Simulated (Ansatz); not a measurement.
**Si: band gap under strain**

Aim: follow the gap of Si (lonsdaleite) through these states: -5.2 % strain along z alone; -2.1 % equal strain in all directions. The table at the end shows which levels were run.

Program: Ansatz 0.2.0. PAW datasets, plane waves. (Simulation; spin polarisation is off.)

**1. The structure to begin with**

The unstrained cell was relaxed with r2SCAN; in each strained cell the atoms were relaxed again with r2SCAN. Names of k-points are those of the unstrained zone, where strain can split equivalent points. First state: -5.2 % strain along z alone.

Space group P6_3/mmc (No. 194), hexagonal; a = 3.832 Å, c = 6.011 Å in the conventional setting, 19.11 Å³ an atom. Around Si lie 4 Si at 2.29–2.32 Å.

Coordinates:

```cif
data_structure
_symmetry_space_group_name_H-M 'P6_3/mmc'
_symmetry_Int_Tables_number 194
_cell_length_a 3.8321
_cell_length_b 3.8321
_cell_length_c 6.0108
_cell_angle_alpha 90.000
_cell_angle_beta 90.000
_cell_angle_gamma 120.000
_cell_volume 76.44
loop_
_atom_site_label
_atom_site_type_symbol
_atom_site_symmetry_multiplicity
_atom_site_Wyckoff_symbol
_atom_site_fract_x
_atom_site_fract_y
_atom_site_fract_z
_atom_site_occupancy
Si1 Si 4 f 0.33333 0.66667 0.55913 1
```

**2. -5.2 % strain along z alone: PBE**

Contents of input.yaml:

```yaml
crystal:
  lattice:
    - [3.8321295414, 0.0, 0.0]
    - [-1.9160647707, 3.3187215334, 0.0]
    - [0.0, 0.0, 6.0108394873]
  atoms:
    - { symbol: Si, position: [0.3333333333, 0.6666666667, -0.0033707419] }
    - { symbol: Si, position: [0.6666666667, 0.3333333333, 0.4966292581] }
    - { symbol: Si, position: [0.3333333333, 0.6666666667, 0.3783707419] }
    - { symbol: Si, position: [0.6666666667, 0.3333333333, 0.8783707419] }
kpoints:
  mp_grid: { grid: [12, 12, 4] }
  band_path:
    path:
      - [0.0, 0.0, 0.0]
      - [0.5, 0.0, 0.0]
      - [0.3333333333, 0.3333333333, 0.0]
      - [0.0, 0.0, 0.5]
      - [0.5, 0.0, 0.5]
      - [0.3333333333, 0.3333333333, 0.5]
    npoints: 1
hamiltonian:
  xc: pbe
scf:
  occupations: { method: fermi_dirac, width: 0.02 }
  n_extra_bands: 5
output:
  forces: true
  stress: true
  eigenvalues: true
```

The runs that follow: -5.2 % strain along z alone: r2SCAN; -5.2 % strain along z alone: HSE06; -2.1 % equal strain in all directions: PBE; -2.1 % equal strain in all directions: r2SCAN; -2.1 % equal strain in all directions: HSE06.

Q: Predict the outcome of this session.

The runs gave:

Least gap in eV (negative: overlap):

```
                                state   PBE  r2SCAN  HSE06
          -5.2 % strain along z alone  0.07    0.24   0.61
-2.1 % equal strain in all directions  0.27    0.46   0.82
```

**Reading.** Where both were run, the HSE06 gap lies +0.54 eV from PBE's, each on its own k points. In PBE the gap is least under -5.2 % strain along z alone (0.07 eV) and largest under -2.1 % equal strain in all directions (0.27 eV).
